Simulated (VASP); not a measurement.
# FH in VASP: settings compared, part 3 of 3

VASP 6.6.1. Earlier steps stand in the parts before.

### 6 Single point, RPBE+D3(BJ)

INCAR

```
SYSTEM = HF
ALGO = Normal ; EDIFF = 1E-6
ENCUT = 400 ; GGA = RP
ISIF = 2 ; ISMEAR = 0
ISYM = 0 ; IVDW = 12
LASPH = .True. ; LCHARG = .False.
LREAL = .False. ; LWAVE = .False.
NELM = 60 ; PREC = Accurate
SIGMA = 0.01
```

KPOINTS

```
k-points
0
Gamma
  1 1 1
  0 0 0
```

POSCAR

```
HF                                      
1.0
   11.3060747373      0.0000000000      0.0000000000
    0.0000000000     11.8060747373      0.0000000000
    0.0000000000      0.0000000000     12.3060747373
  F               H             
     1     1
Selective dynamics
Direct
     0.5035393552999992    0.4846787687000003    0.5327510906000015   F   F   F
     0.4964207051117592    0.5240202393530928    0.4668686482303113   T   T   T
```

Potentials or basis: VASP PAW PBE potentials, release 64 (F, H).

The run is started by

```sh
cat potpaw_PBE.64/F/POTCAR potpaw_PBE.64/H/POTCAR > POTCAR
mpirun -np 1 vasp_gam > vasp.out
```

OUTCAR:

```text
SYSTEM = HF
   EDIFF = 1E-6
   ENCUT = 400
   GGA = RP
   ISIF = 2
   ISMEAR = 0
   ISYM = 0
   IVDW = 12
   LASPH = .True.
   LREAL = .False.
   NELM = 60
   PREC = Accurate
 IVDW          = 12

 ion  position               nearest neighbor table
   1  0.504  0.485  0.533-   2 0.94
   2  0.496  0.524  0.467-   1 0.94

IMPORTANT INFORMATION: All symmetrisations will be switched off!
NOSYMM: (Re-)initialisation of all symmetry stuff for point group C_1.

----------------------------------------------------------------------------------------

                                     Primitive cell

  volume of cell :    1642.6193

  direct lattice vectors                    reciprocal lattice vectors
    11.306074737  0.000000000  0.000000000     0.088448027  0.000000000  0.000000000
     0.000000000 11.806074737  0.000000000     0.000000000  0.084702157  0.000000000
     0.000000000  0.000000000 12.306074737     0.000000000  0.000000000  0.081260680

  length of vectors
    11.306074737 11.806074737 12.306074737     0.088448027  0.084702157  0.081260680

  position of ions in fractional coordinates (direct lattice)
     0.503539355  0.484678769  0.532751091
     0.496420705  0.524020239  0.466868648

  ion indices of the primitive-cell ions
   primitive index   ion index
                 1           1
                 2           2

----------------------------------------------------------------------------------------

 KPOINTS: k-points

Automatic generation of k-mesh.
 Grid dimensions read from file:
 generate k-points for:    1    1    1

 Generating k-lattice:

  Cartesian coordinates                     Fractional coordinates (reciprocal lattice)
     0.088448027  0.000000000  0.000000000     1.000000000  0.000000000  0.000000000
     0.000000000  0.084702157  0.000000000     0.000000000  1.000000000  0.000000000
     0.000000000  0.000000000  0.081260680     0.000000000  0.000000000  1.000000000

  Length of vectors
     0.088448027  0.084702157  0.081260680

  Shift w.r.t. Gamma in fractional coordinates (k-lattice)
     0.000000000  0.000000000  0.000000000

 Subroutine IBZKPT returns following result:
 ===========================================

 Found      1 irreducible k-points:

 Following reciprocal coordinates:
            Coordinates               Weight
  0.000000  0.000000  0.000000      1.000000
   k-points           NKPTS =      1   k-points in BZ     NKDIM =      1   number of bands    NBANDS=      8
   number of dos      NEDOS =    301   number of ions     NIONS =      2
   total plane-waves  NPLWV = 512000
   dimension x,y,z NGX =    80 NGY =   80 NGZ =   80
   dimension x,y,z NGXF=   160 NGYF=  160 NGZF=  160
   ions per type =               1   1
   NGX,Y,Z   is equivalent  to a cutoff of  11.76, 11.27, 10.81 a.u.
   NGXF,Y,Z  is equivalent  to a cutoff of  23.53, 22.53, 21.61 a.u.
 SYSTEM =  HF
   PREC   = accura    normal or accurate (medium, high low for compatibility)
   ISTART =      0    job   : 0-new  1-cont  2-samecut
   ICHARG =      2    charge: 1-file 2-atom 10-const
   ISPIN  =      1    spin polarized calculation?
   LNONCOLLINEAR =      F non collinear calculations
   LSORBIT =      F    spin-orbit coupling
   LASPH  =      T    aspherical Exc in radial PAW
   ENCUT  =  400.0 eV  29.40 Ry    5.42 a.u.  18.44 19.25 20.07*2*pi/ulx,y,z
   NELM   =     60;   NELMIN=  2; NELMDL= -5     # of ELM steps
   EDIFF  = 0.1E-05   stopping-criterion for ELM
   LREAL  =      F    real-space projection
   EDIFFG = 0.1E-04   stopping-criterion for IOM
   NSW    =      0    number of steps for IOM
   IBRION =     -1    ionic relax: 0-MD 1-quasi-New 2-CG
   NFREE  =      0    steps in history (QN), initial steepest desc. (CG)
   ISIF   =      2    stress and relaxation
   ISYM   =      0    0-nonsym 1-usesym 2-fastsym
   POTIM  = 0.5000    time-step for ionic-motion
   TEBEG  =    0.0;   TEEND  =   0.0 temperature during run
   PSTRESS=    0.0 pullay stress
   NELECT =       8.0000    total number of electrons
   NUPDOWN=      -1.0000    fix difference up-down
   EMIN   =  10.00;   EMAX   =-10.00  energy-range for DOS
   EFERMI =   0.00;   METHOD = LEGACY
   ISMEAR =     0;   SIGMA  =   0.01  broadening in eV -4-tet -1-fermi 0-gaus
   EFERMI_NEDOS =   21; number of points for ismear=-14 and -15
   IALGO  =     38    algorithm
   IMIX   =      4    mixing-type and parameters
     AMIX     =   0.40;   BMIX     =  1.00
     AMIX_MAG =   1.60;   BMIX_MAG =  1.00
  volume/ion in A,a.u.               =     821.31      5542.47
  Fermi-wavevector in a.u.,A,eV,Ry     =   0.277498  0.524394  1.047715  0.077005
  Thomas-Fermi vector in A             =   1.123268
   LORBIT       =      0    0 simple, 1 ext, 2 COOP (PROOUT), +10 PAW based schemes
   GGA     = RP    functional components
   LHFCALC =     F    Hartree Fock is set to
   AEXX    =    0.0000 exact exchange contribution
   IVDW    =    12    specifies the selected vdW correction
   LEPSILON=     F    determine dielectric tensor
   LRPA    =     F    only Hartree local field effects (RPA)
 non-spin polarized calculation
 Gauss-broadening in eV      SIGMA  =   0.01
  energy-cutoff  :      400.00
  volume of cell :     1642.62
 maximum number of plane-waves:     14950
 NGX is ok and might be reduce to    80
   NGX = 37   NGY = 39   NGZ = 41

 number of electron       8.0000006 magnetization

 Free energy of the ion-electron system (eV)
  ---------------------------------------------------
  ext. energy  EPLUGINS =         0.00000000
  ---------------------------------------------------
  free energy    TOTEN  =        -7.85433370 eV

  energy without entropy =       -7.85433370  energy(sigma->0) =       -7.85433370

 E-fermi :  -9.4629     XC(G=0):  -0.3145

 val. band max:       -9.5198024125   @ k =   0.0000   0.0000   0.0000
 cond. band min:      -1.1297440794   @ k =   0.0000   0.0000   0.0000
 fundamental gap:      8.3900583331
 Fermi energy:        -9.4629103106

 k-point     1 :       0.0000    0.0000    0.0000
  band No.  band energies     occupation
      1     -30.0573      2.00000
      2     -13.2934      2.00000
      3      -9.5200      2.00000
      4      -9.5198      2.00000
      5      -1.1297      0.00000
      6       0.1663      0.00000
      7       0.7668      0.00000
      8       0.8265      0.00000

------------------------ aborting loop because EDIFF is reached ----------------------------------------

 Edisp (eV)   -0.01681

 E8    (eV) :    -0.0059

  FORCE on cell =-STRESS in cart. coord.  units (eV):
  Direction    XX          YY          ZZ          XY          YZ          ZX
  --------------------------------------------------------------------------------------
  -------------------------------------------------------------------------------------
  Total      -1.27260    -1.23712    -1.15263    -0.00839    -0.08759     0.01537
  in kB      -1.24127    -1.20666    -1.12425    -0.00819    -0.08543     0.01499
  external pressure =       -1.19 kB  Pullay stress =        0.00 kB

 VOLUME and BASIS-vectors are now :
 -----------------------------------------------------------------------------
  energy-cutoff  :      400.00
  volume of cell :     1642.62
      direct lattice vectors                 reciprocal lattice vectors
    11.306074737  0.000000000  0.000000000     0.088448027  0.000000000  0.000000000
     0.000000000 11.806074737  0.000000000     0.000000000  0.084702157  0.000000000
     0.000000000  0.000000000 12.306074737     0.000000000  0.000000000  0.081260680

 POSITION                                       TOTAL-FORCE (eV/Angst)
 -----------------------------------------------------------------------------------
      5.69305      5.72215      6.55607        -0.000970      0.000447     -0.002671
      5.61257      6.18662      5.74532         0.000970     -0.000447      0.002671
 -----------------------------------------------------------------------------------
    total drift:                                0.000015     -0.000539     -0.002045

  FREE ENERGIE OF THE ION-ELECTRON SYSTEM (eV)
  ---------------------------------------------------
  free  energy   TOTEN  =        -7.8711483260 eV

  energy  without entropy=       -7.8711483260  energy(sigma->0) =       -7.87114833
```

OSZICAR:

```text
N       E                     dE             d eps       ncg     rms          rms(c)
DAV:   1     0.855822230465E+02    0.85582E+02   -0.17107E+03    24   0.408E+02
DAV:   2     0.229990228739E+02   -0.62583E+02   -0.62583E+02    32   0.904E+01
DAV:   3    -0.669271927095E+01   -0.29692E+02   -0.29692E+02    16   0.917E+01
[... 13 lines left out ...]
DAV:  17    -0.785430147529E+01   -0.58530E-04   -0.22177E-06    24   0.135E-02    0.964E-04
DAV:  18    -0.785432293271E+01   -0.21457E-04   -0.52678E-07    24   0.481E-03    0.483E-04
DAV:  19    -0.785432944055E+01   -0.65078E-05   -0.71692E-08    32   0.235E-03    0.251E-04
DAV:  20    -0.785433276309E+01   -0.33225E-05   -0.32626E-08    32   0.144E-03    0.114E-04
DAV:  21    -0.785433369598E+01   -0.93289E-06   -0.40471E-09    16   0.697E-04
   1 F= -.78711483E+01 E0= -.78711483E+01  d E =-.892280E-16
```

Wall time 88 s (1 thread of AMD EPYC 7R43 (Zen 3), shared host); peak memory 0.87 GiB.

What came out:

```yaml
Free_energy: -7.8711 eV
Gap_between_the_frontier_levels: 8.39 eV
Dispersion_energy_per_atom: -0.008 eV
```

Forces on the atoms (eV/Å):
```
F   -0.001  0.000 -0.003
H    0.001  0.000  0.003
```

Caveat: the cutoff is under 1.25 times the usual one of these potentials, so pressure, stress and relaxed cells hold a basis-set (Pulay) error; the PAW data sets were made with another functional, which shifts forces and pressure a little. Expect the measured gap to be larger: semilocal functionals such as RPBE lack the derivative discontinuity.

### 7 Summary

| task | level | cell | atoms held fixed (from 0) | gap on the mesh (eV) |
| --- | --- | --- | --- | --- |
| relaxation of the atoms | PBE+D3(BJ) | atoms relaxed | [0] | 8.52 |
| vibrations by finite differences | PBE+D3(BJ) | as given | - | - |
| single point | PBE | as given | - | 8.53 |
| single point | RPBE | as given | - | 8.39 |
| single point | RPBE+D3(BJ) | as given | - | 8.39 |

Alike in all rows: potentials or basis VASP PAW PBE potentials, release 64 (F, H); no spin polarisation; k mesh 1 × 1 × 1; cutoff (eV) 400; smearing gaussian 0.01 eV.

On the cell as given the gap runs from 8.39 eV (RPBE) to 8.53 eV (PBE).

Caveats: the cutoff is under 1.25 times the usual one of these potentials, so pressure, stress and relaxed cells hold a basis-set (Pulay) error; the PAW data sets were made with another functional, which shifts forces and pressure a little (some runs); some modes are imaginary (some runs).

Total energies depend on the potentials used, so only differences within one code and one set of settings carry meaning.
